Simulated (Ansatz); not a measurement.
# Sb under changes of volume

One of the cells (26.962 Å³/atom); the others are scaled copies at fixed shape and fractional positions:

```
CELL_PARAMETERS angstrom
-1.57654 1.57654 2.71194
1.57654 -1.57654 2.71194
1.57654 1.57654 -2.71194
ATOMIC_POSITIONS crystal
Sb 0.00000 0.00000 0.00000
```

This isn't the form of Sb at room conditions, which is rhombohedral.

| Item | Value |
| --- | --- |
| Program | Ansatz 0.2.0 |
| Functional | r2SCAN |
| Potentials or basis | Ansatz PAW |
| Cutoff | 500 eV (not typed: the program's choice for these potentials) |
| k mesh | 12 × 12 × 12 |
| Occupations | fermi-dirac, width 0.05 eV |
| Spin | no spin polarisation |

| volume (Å³/atom) | energy over the lowest point (meV/atom) | pressure (GPa) |
| --- | --- | --- |
| 25.344 | 36.60 | 6.0 |
| 25.883 | 19.59 | 4.2 |
| 26.423 | 8.20 | 2.6 |
| 26.962 | ? | ? |
| 27.501 | 0.00 | -0.1 |
| 28.040 | 2.17 | -1.2 |
| 28.580 | 7.96 | -2.2 |

Question: What does the run at 26.962 Å³/atom give?

Answer: Energy over the lowest point 1.85 meV/atom; pressure 1.2 GPa.

Worked out: A Birch-Murnaghan fit of order 3 (a polynomial in V^(-2/3)) to the other rows has its minimum at 27.47 Å³/atom with B0 = V·E''(V) = 61 GPa and B' = 4.7 at fixed shape and positions, which overstates the stiffness. It gives 1.85 meV/atom at 26.962 Å³/atom, against the run's 1.85, and -dE/dV = 1.2 GPa, against 1.2.

Energies are extrapolated to zero smearing.

Caveats: the PAW data sets come from PBE, with cores solved anew for the run's functional, which leaves a small shift of forces and pressure.
